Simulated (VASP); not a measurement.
**A VASP 6.6.1 single-point calculation on NaH**

INCAR

```
LCHARG = .FALSE.
NSW = 0
LWAVE = .FALSE.
GGA = PE
IBRION = -1
ENCUT = 520
IVDW = 12
NBANDS = 11
NELM = 120
SIGMA = 0.02
EDIFF = 1E-7
PREC = High
LASPH = .TRUE.
ISMEAR = -1
LREAL = .FALSE.
ISIF = 2
```

KPOINTS

```
KPOINTS created by Atomic Simulation Environment
0
Gamma
10 10 10
0 0 0
```

POSCAR

```
Na H
 1.0000000000000000
    -0.0136658163749999    2.3975116422250000    2.3975116422248575
     2.3975116422250000   -0.0136658163749999    2.3975116422248575
     2.3838458258999999    2.3838458258999999    0.0000000000497152
 Na  H
   1   1
Cartesian
  0.0000000000000000  0.0000000000000000  0.0000000000000000
  2.3838458258749999  2.3838458258749999  2.3975116422497149
```

The recommended PBE PAW datasets give the neutral cell 8 valence electrons.

Command

```
mpirun -np 1 vasp_std
```

Task: How does this run end, and what does it give?

Result: It converged. Results: gap between bands v and c on the k mesh 3.78 eV; least direct gap on the k mesh 4.66 eV; pressure -1.2 GPa. Band v is the last that the valence electrons fill when counted band by band, and c is the next.

OSZICAR

```
N       E                     dE             d eps       ncg     rms          rms(c)
DAV:   1     0.362493208625E+02    0.36249E+02   -0.46361E+03  3780   0.758E+02
DAV:   2    -0.418636547828E+01   -0.40436E+02   -0.39715E+02  3957   0.191E+02
DAV:   3    -0.550749401322E+01   -0.13211E+01   -0.13193E+01  4552   0.331E+01
DAV:   4    -0.551578991365E+01   -0.82959E-02   -0.82949E-02  4382   0.261E+00
DAV:   5    -0.551585812619E+01   -0.68213E-04   -0.68212E-04  4302   0.244E-01    0.321E+00
DAV:   6    -0.517565195865E+01    0.34021E+00   -0.32489E-01  4381   0.281E+00    0.149E+00
DAV:   7    -0.508188564168E+01    0.93766E-01   -0.32355E-01  4263   0.217E+00    0.349E-01
DAV:   8    -0.508645705230E+01   -0.45714E-02   -0.99108E-03  4074   0.967E-01    0.675E-02
DAV:   9    -0.508641273483E+01    0.44317E-04   -0.11177E-03  4521   0.358E-01    0.230E-02
DAV:  10    -0.508639894826E+01    0.13787E-04   -0.60696E-05  4221   0.497E-02    0.427E-03
DAV:  11    -0.508640226706E+01   -0.33188E-05   -0.56808E-06  4257   0.108E-02    0.307E-03
DAV:  12    -0.508640223784E+01    0.29228E-07   -0.21695E-07  4413   0.312E-03
   1 F= -.53801685E+01 E0= -.53801685E+01  d E =-.355179E-12
```

For comparison, a separate PBE run of the intended cell, on usual settings and not on those above, gives a gap of 3.78 eV on its mesh and a pressure of 0.5 GPa.
